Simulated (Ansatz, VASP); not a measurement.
## AlCu in VASP and in Ansatz

The input INCAR:

```
ALGO     = Fast           # electronic algorithm
EDIFF    = 1E-6           # SCF threshold, eV
ENCUT    = 520            # plane-wave cutoff, eV
GGA      = CA             # functional
ISIF     = 2              # what is computed and relaxed
ISMEAR   = 0              # smearing method
LASPH    = True           # aspherical terms in the spheres
LCHARG   = False          # write CHGCAR
LREAL    = False          # projectors in reciprocal space
LWAVE    = False          # write WAVECAR
NBANDS   = 14             # bands
NELM     = 100            # most SCF steps
PREC     = Accurate       # precision mode
SIGMA    = 0.15           # smearing width, eV
```

KPOINTS

```
k-points
0
Gamma
  16 16 16
```

The input POSCAR:

```
AlCu
1.0
    2.9975090000     -0.0149875450      0.0000000000
   -0.0149875450      2.9975090000      0.0000000000
    0.0000000000      0.0000000000      2.9975090000
Al Cu
1 1
Direct
    0.0000000000      0.0000000000      0.0000000000
    0.5000000000      0.5000000000      0.5000000000
```

Input for Ansatz:

```yaml
crystal:
  lattice:
    - [2.997509, -0.014987545, 0.0]
    - [-0.014987545, 2.997509, 0.0]
    - [0.0, 0.0, 2.997509]
  atoms:
    - { symbol: Al, position: [0.0, 0.0, 0.0] }
    - { symbol: Cu, position: [0.5, 0.5, 0.5] }
basis:
  ecutwfc: 420
kpoints:
  mp_grid: { grid: [16, 16, 16] }
hamiltonian:
  xc: lda
scf:
  occupations: { method: gaussian, width: 0.15 }
output:
  forces: true
  stress: true
  eigenvalues: true
```

Change from the starting cell: strain -0.0100 x Voigt [0, 0, 0, 0, 0, 1], atoms carried along.

Alike in both runs: task single point; functional LDA; k mesh 16 × 16 × 16; occupations gaussian, width 0.15 eV; no spin polarisation.

|  | VASP | Ansatz |
| --- | --- | --- |
| version | VASP 6.6.1 | Ansatz 0.2.0 |
| potentials or method | VASP PAW LDA potentials, release 64 (Al, Cu) | scalar-relativistic, plane waves, PAW |
| plane-wave cutoff (eV) | 520 | 420 |
| valence electrons in the cell | 14 | 22 |

Ansatz gave:

| Item | Value |
| --- | --- |
| gap on the k mesh at the Fermi level (eV) | none |
| pressure (GPa) | -8.7 |
| largest component of the traceless stress (GPa) | 0.19 |

Problem. Which values does VASP return?

Solution. gap on the k mesh at the Fermi level (eV): none; pressure (GPa): -7.6; largest component of the traceless stress (GPa): 0.19.

A gap of «none» marks a metal or a gap that the smearing closes. The two sets of potentials don't hold the same shells in valence.
